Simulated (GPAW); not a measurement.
Crystal: Ru.

```xyz
2
Lattice="2.7058 0.0000 0.0000 -1.3529 2.3433 0.0000 0.0000 0.0000 4.2819" Properties=species:S:1:pos:R:3 pbc="T T T"
Ru    1.3529    0.7811    3.2114
Ru    0.0000    1.5622    1.0705
```

* Program: GPAW 26.7.0
* Task: relaxation of cell and atoms
* Functional: rSCAN
* Dispersion: D4
* Potentials or basis: GPAW PAW data sets (gpaw-data 1.2.1)
* Cutoff: 600 eV
* Basis: pw
* k mesh: 8 × 8 × 5
* Occupations: fermi-dirac, width 0.05 eV
* Spin: no spin polarisation

At the start: pressure -5.1 GPa; volume 13.57 Å³/atom.

Q: Where does the relaxation end?

A: Over 3 steps the energy falls by 3.2 meV/atom and the volume is 13.36 Å³/atom (-1.6 %); space group P6_3/mmc (No. 194, to 0.05 Å).

Step by step:
| step | energy change (eV) | largest force (eV/Å) | pressure (GPa) | volume (Å³) |
| --- | --- | --- | --- | --- |
| 1 | 0.0000 | 0.0001 | -5.14 | 27.15 |
| 2 | -0.0055 | 0.0000 | -2.11 | 26.90 |
| 3 | -0.0065 | 0.0000 | 0.07 | 26.72 |

Final structure:
```cif
data_structure
_symmetry_space_group_name_H-M 'P 1'
_symmetry_Int_Tables_number 1
_cell_length_a 2.6933
_cell_length_b 2.6933
_cell_length_c 4.2539
_cell_angle_alpha 90.000
_cell_angle_beta 90.000
_cell_angle_gamma 120.000
_cell_volume 26.72
loop_
_atom_site_label
_atom_site_type_symbol
_atom_site_fract_x
_atom_site_fract_y
_atom_site_fract_z
_atom_site_occupancy
Ru1 Ru 0.66667 0.33333 0.75000 1
Ru2 Ru 0.33333 0.66667 0.25000 1
```

Caveat: later steps reuse the first step's grids; the PAW data sets were made with another functional, which shifts forces and pressure a little; pairwise dispersion overbinds metals, which lowers pressure and volume.
